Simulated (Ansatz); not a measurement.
Level of theory: DFT PBE, scalar-relativistic, plane waves, PAW in Ansatz 0.2.0. Settings: cutoff 420 eV, Γ-centred meshes spaced at most about 0.3 Å⁻¹, and about 0.25 Å⁻¹ or finer for metals (2π included), Gaussian smearing. No spin polarisation in the final relaxations.

These are static total energies at zero pressure.

Two forms of TaSi2 were relaxed alike.

A. Space group R-3m (No. 166), trigonal, a = 3.608 Å, c = 13.051 Å. Ta has 8 Si at 2.62–2.75 Å; around Si lie 3 Si at 2.38 Å and 4 Ta at 2.62–2.75 Å.

B. Space group P-3m1 (No. 164), trigonal, a = 2.951 Å, c = 6.168 Å. Ta is surrounded by 6 Si at 2.70 Å and 6 Ta at 2.95 Å; Si has 3 Si at 2.60 Å, 3 Ta at 2.70 Å and 6 Si at 2.95 Å.

Question: Which would you expect to be lower, and how large is the difference?

Answer: A is lower, by 140 meV/atom. A has space group R-3m (No. 166), 16.3 Å³/atom and no gap on its mesh; B has the cadmium iodide type, space group P-3m1 (No. 164), 15.5 Å³/atom and no gap. Counting Si atoms around Ta (those within 1.25 times the shortest such distance or 1.15 times the sum of covalent radii), A has Ta 8 and B has Ta 6. A holds Si–Si nets (shortest 2.38 Å); in B the shortest Si–Si distance is 2.60 Å, near bonding range too. The lower one is the more open, so pressure narrows the difference. Both come from invented guesses. The part of the Crystallography Open Database at hand lists TaSi2 in space groups No. 180, 181; no cell shown has one of them.

These runs have no spin–orbit coupling, which can matter for Ta. A magnetic state wasn't ruled out in cells without spin, among them R-3m, P-3m1. Cells relaxed within their symmetry can be saddle points.

The preference for A probably comes from its combination of strong Si–Si bonds and more Ta–Si contacts. At 2.38 Å, its nets have nearly the bond length of elemental silicon, whereas the 2.60 Å contacts in B are stretched and should be much weaker. Ta in A also has 8 Si neighbours against 6, which favours mixing of Ta 5d with Si 3p states. B has Ta–Ta contacts at 2.95 Å, close to those in the metal, but this d–d bonding and the denser packing evidently don't make up for the loss. The total energies alone can't separate these contributions.

The Si nets recall those of Zintl disilicides, but Ta has more valence electrons than such a net needs to fill its octets. The surplus probably stays in Ta d-derived states, consistent with the missing gap. In the known hexagonal disilicide structure, Ta has still more Si neighbours than in A, which suggests that A isn't the ground state either.
